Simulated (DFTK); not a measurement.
# ZrC under changes of volume

One of the cells (13.228 Å³/atom); the others are scaled copies at fixed shape and fractional positions:

```
Zr C
1.0
     0.00000    2.36500    2.36500
     2.36500    0.00000    2.36500
     2.36500    2.36500    0.00000
Zr C
1 1
Direct
  0.50000 0.50000 0.50000
  0.00000 0.00000 0.00000
```

* Program: DFTK 0.8.2
* Functional: PBE
* Potentials or basis: cp2k.nc.sr.pbe.v0_1.largecore.gth (PBE, GTH)
* Cutoff: 2177 eV
* k mesh: 7 × 7 × 7
* Occupations: fermi-dirac, width 0.05 eV
* Spin: no spin polarisation

```tsv
volume (Å³/atom)	energy over the lowest point (meV/atom)	pressure (GPa)
12.434	?	?
12.699	5.67	5.6
12.963	0.00	0.8
13.228	1.95	-3.6
13.493	10.77	-7.6
13.757	25.80	-11.1
14.022	46.41	-14.4
```

Question: What does the run at 12.434 Å³/atom give?

Answer: Energy over the lowest point 19.81 meV/atom; pressure 11.0 GPa.

Worked out: A Birch-Murnaghan fit of order 3 (a polynomial in V^(-2/3)) to the other rows has its minimum at 13.02 Å³/atom with B0 = V·E''(V) = 222 GPa and B' = 4.2. It gives 19.87 meV/atom at 12.434 Å³/atom, against the run's 19.81, and -dE/dV = 11.3 GPa, against 11.0.

Energies are extrapolated to zero smearing.

Caveats: GTH potentials come without recommended cutoffs, and this one wasn't checked for convergence.
